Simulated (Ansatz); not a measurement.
Calculation for fcc Sb (100), 5 layers: DFT, PBE, all-electron PAW with datasets made for the crystal, scalar-relativistic (Ansatz 0.2.0).

The slab is cut from a bulk crystal relaxed on PAW files (its atoms may have been relaxed since), whose type needn't be the stable one.

Command: `ansatz run input.yaml --threads 2 --pin off --max-ram 4096MiB --backend cpu --events-out ev --progress --plain --runs-dir out` It took 11 s on 2 threads of Arm Neoverse V2, with other jobs on the host, peak memory 0.69 GiB.

```yaml
crystal:
  lattice:
    - [3.3880510169, 0.0, 0.0]
    - [0.0, 3.3880510169, 0.0]
    - [0.0, 0.0, 25.5829]
  atoms:
    - { symbol: Sb, position: [0.0, 0.0, 0.3208838908] }
    - { symbol: Sb, position: [0.5, 0.5, 0.4030292352] }
    - { symbol: Sb, position: [0.0, 0.0, 0.5000000004] }
    - { symbol: Sb, position: [0.5, 0.5, 0.596970766] }
    - { symbol: Sb, position: [0.0, 0.0, 0.6791161076] }
kpoints:
  mp_grid: { grid: [10, 10, 1] }
scf:
  occupations: { method: fermi_dirac, width: 0.05 }
hamiltonian:
  xc: pbe
  pseudopotentials: { kind: all_electron, datasets: crystal }
output:
  forces: true
  stress: true
  eigenvalues: true
efield:
  axis: 3
  amplitude: 0
  dipole_correction: true
```

Output:

```
hamiltonian.pseudopotentials.datasets: crystal makes datasets for this crystal and solves the spheres of its atoms anew in each pass: cutoff 180.0 eV, the density's 720.0 eV; for an error of 0.50 meV an atom under PBE, 2.5 meV for the cell; an energy difference from a run of another recipe may be off by several times the error for the cell, under r2SCAN by more, where some 0.1 meV an atom stays at smaller errors; Sb in spheres of 1.376 Å, 5 of its electrons in bands, 10 on its site; only band paths and densities of states list, in semicore columns, the levels of the semicore shells that are solved separately: 4d of Sb
band count auto-derived: 20 (N_el = 25.0; filled up to band 13; 18 by the electrons, moments and atoms)
Engine: ansatz 0.2.0
Pseudopotentials: kind: all_electron
Pseudopotential: Sb, paw, valence charge 15, recommended cutoff 180 eV (normal), crystal/all_electron/pbe/scalar/gaussian/Sb, Koelling and Harmon's equation, gaussian nucleus
Functional definition: PBE
  parameter kappa = 0.804
  parameter beta = 0.06672455060314922
  exchange = pbe_x(kappa = kappa, mu = beta*pi^2/3)
  correlation = pbe_c(beta = beta)
Crystal: 5 atoms, lattice volume = 293.663 Å³
Basis set: ecut = 180 eV, 1635 PW (Γ), exchange–correlation on 30×30×240 points (8 copies of the dense FFT grid, shifted against one another)
Bands: 20, of which v1, the nominal top of the filled ones, is band 13 counted from 1 (12 counted from 0)
Symmetry: 8 space group operations
k-points: 21 of 100
Non-local potential: Sb, projectors of the file, l = 0: 1, l = 1: 1
PAW form: soft (Blöchl's): semilocal exchange-correlation on the pseudo side does not see the compensation charge
PAW one-centre angular grid: Sb, 110 points (default); XC on its mesh's 1863 points in the sphere
Initial density: superposition of atomic densities (neutral atoms: chi_scale 0, normalization atom)
Initial wavefunctions: pseudopotential atomic-orbital guess
Functional: x = pbe(κ = 0.804, μ = 0.2195149727645171), c = pbe(β = 0.06672455060314922)
iter 1 solved again at ethr=2.54e-3 eV; its pass at ethr=1.00e-1 eV (dr2=6.34e-1 eV) is discarded
SCF iter   1: F=—  HF=-881839.100920 eV  |F-HF|=—  |Δ(HF+E_count)|=         —  Δρ=7.09e-3  dr2=2.81e-1  ethr=2.54e-3  p=-0.000 e·Å  D=-1.48e-12 V/Å  ΔV_dip=0.00 eV  dr2_dipole=1.92e-9  V_vac-E_F(+/−)=4.75/4.75 eV  ⟨swp⟩=5.9  Hψ=2990  notcnv=0
efield: sawtooth ramp at fractional position 0.9500 (placed from the atoms, in the widest stretch of the axis that holds none; the zero of the levels goes with the place), width 0.1000; the density the first Hamiltonian is built on has a dipole p = -0.000 e·Å; the dipole correction subtracts the counter field D = -1.48e-12 V/Å, which shifts the + side's vacuum level by +0.00 eV against the − side's; the planar-averaged density in the ramp window peaks in size at 1.7e-6 e/Å³
preconditioner: auto → LDOS  [metal: Δε(μ)=0.044 eV  Ē_g=7.272 eV  σ=0.050 eV  W_gap=0.21  n_scr=14 (ndim 8)  ℏωp=10.8 eV  f_vac=0.454  D(μ)=3.49/eV (n_scr^D=10)  β→1.0]
iter 2 solved again at ethr=7.03e-5 eV; its pass at ethr=1.13e-3 eV (dr2=1.76e-2 eV) is discarded
SCF iter   2: F=—  HF=-881839.035274 eV  |F-HF|=—  |Δ(HF+E_count)|=   6.56e-2  Δρ=2.31e-3  dr2=1.81e-2  ethr=7.03e-5  p=-0.000 e·Å  D=-9.16e-6 V/Å  ΔV_dip=0.00 eV  dr2_dipole=2.25e-9  V_vac-E_F(+/−)=4.16/4.16 eV  ⟨swp⟩=2.3  Hψ=1917  notcnv=0  defer=3
SCF iter   3: F=—  HF=-881839.040499 eV  |F-HF|=—  |Δ(HF+E_count)|=   5.22e-3  Δρ=1.35e-3  dr2=9.41e-3  ethr=7.03e-5  p=-0.000 e·Å  D=-2.76e-6 V/Å  ΔV_dip=0.00 eV  dr2_dipole=1.42e-10  V_vac-E_F(+/−)=4.14/4.14 eV  ⟨swp⟩=3.3  Hψ=988  notcnv=0  defer=2
SCF iter   4: F=—  HF=-881839.038252 eV  |F-HF|=—  |Δ(HF+E_count)|=   2.25e-3  Δρ=2.26e-4  dr2=1.85e-4  ethr=3.77e-5  p=0.000 e·Å  D=1.24e-7 V/Å  ΔV_dip=-0.00 eV  dr2_dipole=1.80e-11  V_vac-E_F(+/−)=4.11/4.11 eV  ⟨swp⟩=2.8  Hψ=750  notcnv=0  defer=2
SCF iter   5: F=—  HF=-881839.038209 eV  |F-HF|=—  |Δ(HF+E_count)|=   4.26e-5  Δρ=8.23e-5  dr2=1.31e-5  ethr=7.39e-7  p=-0.000 e·Å  D=-1.04e-7 V/Å  ΔV_dip=0.00 eV  dr2_dipole=2.28e-11  V_vac-E_F(+/−)=4.10/4.10 eV  ⟨swp⟩=3.2  Hψ=1191  notcnv=0  defer=2
SCF iter   6: F=—  HF=-881839.038218 eV  |F-HF|=—  |Δ(HF+E_count)|=   8.63e-6  Δρ=3.02e-5  dr2=2.64e-6  ethr=5.24e-8  p=-0.000 e·Å  D=-7.17e-8 V/Å  ΔV_dip=0.00 eV  dr2_dipole=1.24e-12  V_vac-E_F(+/−)=4.10/4.10 eV  ⟨swp⟩=2.7  Hψ=735  notcnv=0  defer=1
SCF iter   7: F=—  HF=-881839.038218 eV  |F-HF|=—  |Δ(HF+E_count)|=   3.83e-7  Δρ=1.01e-5  dr2=4.54e-7  ethr=1.06e-8  p=-0.000 e·Å  D=-8.41e-8 V/Å  ΔV_dip=0.00 eV  dr2_dipole=1.90e-13  V_vac-E_F(+/−)=4.10/4.10 eV  ⟨swp⟩=2.6  Hψ=732  notcnv=0  defer=1
iter 8 did not close the SCF: its close was put off until two iterations running show no level that it waits for move by more than its bar (scf_convergence_deferred on its scf_iter line)
SCF iter   8: F=-881839.038218 eV  HF=-881839.038218 eV  |F-HF|=1.82e-8  |Δ(HF+E_count)|=   8.58e-8  Δρ=1.64e-6  dr2=9.52e-9  ethr=1.82e-9  p=-0.000 e·Å  D=-4.85e-8 V/Å  ΔV_dip=0.00 eV  dr2_dipole=8.26e-17  V_vac-E_F(+/−)=4.10/4.10 eV  ⟨swp⟩=2.4  Hψ=722  notcnv=0  defer=1
iter 9 did not close the SCF: its close was put off until two iterations running show no level that it waits for move by more than its bar (scf_convergence_deferred on its scf_iter line)
SCF iter   9: F=-881839.038218 eV  HF=-881839.038218 eV  |F-HF|=1.16e-9  |Δ(HF+E_count)|=   2.34e-8  Δρ=2.78e-7  dr2=2.12e-10  ethr=3.81e-11  p=-0.000 e·Å  D=-1.46e-8 V/Å  ΔV_dip=0.00 eV  dr2_dipole=3.17e-16  V_vac-E_F(+/−)=4.10/4.10 eV  ⟨swp⟩=3.9  Hψ=970  notcnv=0  defer=1
iter 10 did not close the SCF: its close was put off until two iterations running show no level that it waits for move by more than its bar (scf_convergence_deferred on its scf_iter line)
SCF iter  10: F=-881839.038218 eV  HF=-881839.038218 eV  |F-HF|=1.16e-10  |Δ(HF+E_count)|=   1.16e-9  Δρ=4.22e-8  dr2=1.32e-11  ethr=1.00e-12  p=0.000 e·Å  D=1.05e-10 V/Å  ΔV_dip=-0.00 eV  dr2_dipole=2.19e-17  V_vac-E_F(+/−)=4.10/4.10 eV  ⟨swp⟩=3.6  Hψ=866  notcnv=0
iter 11 did not close the SCF: its close was put off until two iterations running show no level that it waits for move by more than its bar (scf_convergence_deferred on its scf_iter line)
SCF iter  11: F=-881839.038218 eV  HF=-881839.038218 eV  |F-HF|=1.16e-10  |Δ(HF+E_count)|=    0.00e0  Δρ=1.55e-8  dr2=7.71e-13  ethr=1.00e-12  p=0.000 e·Å  D=2.98e-10 V/Å  ΔV_dip=-0.00 eV  dr2_dipole=5.55e-17  V_vac-E_F(+/−)=4.10/4.10 eV  ⟨swp⟩=2.0  Hψ=708  notcnv=0
SCF iter  12: F=-881839.038218 eV  HF=-881839.038218 eV  |F-HF|=1.16e-10  |Δ(HF+E_count)|=  2.33e-10  Δρ=4.66e-9  dr2=1.86e-13  ethr=1.00e-12  p=0.000 e·Å  D=1.32e-9 V/Å  ΔV_dip=-0.00 eV  dr2_dipole=8.96e-17  V_vac-E_F(+/−)=4.10/4.10 eV  ⟨swp⟩=2.0  Hψ=707  notcnv=0
SCF 1 converged in 12 iterations: F = -881839.038223 eV  dr2 = 1.86e-13
  greatest PAW one-centre occupation: 0.751 electrons in one spin orbital (limit 2), on the Sb atom at site 1 (counted from 0), in its partial waves of l = 0
SCF converged after 12 iterations
Free energy (F): -881839.038223 eV
Harris-Foulkes:  -881839.038223 eV  (|F-HF|=1.16e-10)
Internal energy: -881839.010832 eV  (E = F + TS)
E sigma→0 (E₀):  -881839.024528 eV
Entropy (-TS):   -0.027391 eV (-5.478 meV/atom)
Past the cutoff: the bands carry plane waves up to 1.75 times it, of which those up to 1.5 times it add -0.000050 eV an atom, each by itself; the spheres take 0.000062 eV an atom off the energy for waves past 1.75 times it
By the cutoff:   a pressure is off by up to 0.004 GPa (1.2 times the spheres' own share and the shells' term, over an atom's volume, and 0.004 GPa: a bound that held against runs at twice the plane waves)
Past the cutoffs: a stress includes 0.0002 GPa for waves and charges beyond them, in addition to the slope of what the spheres take
In the spheres:  the bands' charges fall short by 4.4e-7 e at most (sound up to 1e-3), those of shells solved beside the bands by 6.9e-7 e (sound up to 5e-4)
Fermi energy:    4.512775 eV
Dipole field:    D = 0.000000 V/Å  (p = 0.000000 e·Å, saw-weighted, corrected)
Work function:   Φ+ = 4.1015 eV   Φ− = 4.1015 eV
Levels:          The Fermi level and band energies are counted from a zero that moves with the ramp; work functions are not
--- Per-component energies (eV) ---
  E_band       = -19.329064
  E_kinetic    = 260.341052
  E_local      = -62416.961569  (includes V_loc(G=0)·N_el)
  E_nonlocal   = 41.174253
  E_hartree    = 30817.729204
  E_xc         = -436.313159
  E_vxc        = -432.718533  (∫ρ·V_xc dr)
  E_paw        = -892371.782477  (= ΣΔE_a)
  E_vpaw       = -20164.920287  (= ΣTr[D̂ρ^β])
  E_efield     = 0.000000  (sawtooth field / dipole correction)
  E_vefield    = -0.000000  (∫n·V_field dr)
  E_ewald      = 21208.504197
  E_smearing   = -0.027391  (= −TS)
  E_closure    = 21058.297666  (closes the sum)
  Σ components = -881839.038223   (vs F -881839.038223, Δ=0.00e0)
  The terms above E_closure are by the made datasets' own strengths, without shells solved beside the bands.
--- Forces (eV/Å), atoms counted from 1 ---
  atom   1  Sb     0.00000000     0.00000000     0.00325319
  atom   2  Sb     0.00000000     0.00000000    -0.00248283
  atom   3  Sb     0.00000000     0.00000000    -0.00000015
  atom   4  Sb     0.00000000     0.00000000     0.00248275
  atom   5  Sb    -0.00000000     0.00000000    -0.00325312
  max |Σ_I F_I| component: 1.58e-7 eV/Å
--- Stress (GPa, compression-positive) ---
        0.126868       0.000000      -0.000000
        0.000000       0.126868       0.000000
       -0.000000       0.000000      -0.009607
  P = ⅓ Tr σ = 0.0814 GPa (0.814 kbar)
  It holds what live shells' own plane waves past their cutoff add
--- Band table (eV; the first three rows and the last of 21) ---
  k-point 0: bands = ["-8.3332", "-8.0212", "-6.5178", "-4.7452", "-3.5353", "0.4903", "2.2813", "4.5586", "4.8130", "4.8130", "5.1506", "5.1506", "6.5910", "6.6930", "6.6930", "8.0200", "8.1563", "8.4051", "8.4051", "8.5937"]
  k-point 1: bands = ["-8.2029", "-7.8912", "-6.3968", "-4.6479", "-3.4780", "0.5975", "2.2283", "3.4691", "3.7708", "4.9445", "5.2068", "5.2724", "5.2775", "6.7982", "6.9293", "7.2931", "8.1767", "8.4099", "8.4675", "8.5209"]
  k-point 2: bands = ["-7.8138", "-7.5039", "-6.0418", "-4.3861", "-3.3720", "0.7723", "1.5067", "1.8704", "2.4679", "3.9130", "4.5854", "5.3323", "5.6500", "6.0734", "6.3790", "7.0962", "7.7071", "8.3984", "8.6096", "8.7994"]
  k-point 20: bands = ["-3.2461", "-3.1766", "-2.9865", "-2.8666", "-2.7476", "-0.3504", "-0.3504", "0.0063", "0.0063", "1.5642", "1.5642", "3.2228", "3.3664", "3.3664", "3.3980", "3.9199", "4.3230", "4.4753", "4.4753", "5.1467"]
  guard bands above this table: 0 of the run's 20 bands, where the rule asks 2: the bands that hold charge and the lowest empty level above them stay in the table. A level can be missing at the table's top as with no guard band: raise scf.n_extra_bands
```

Spin–orbit coupling is left out, which matters for the heavy atoms.
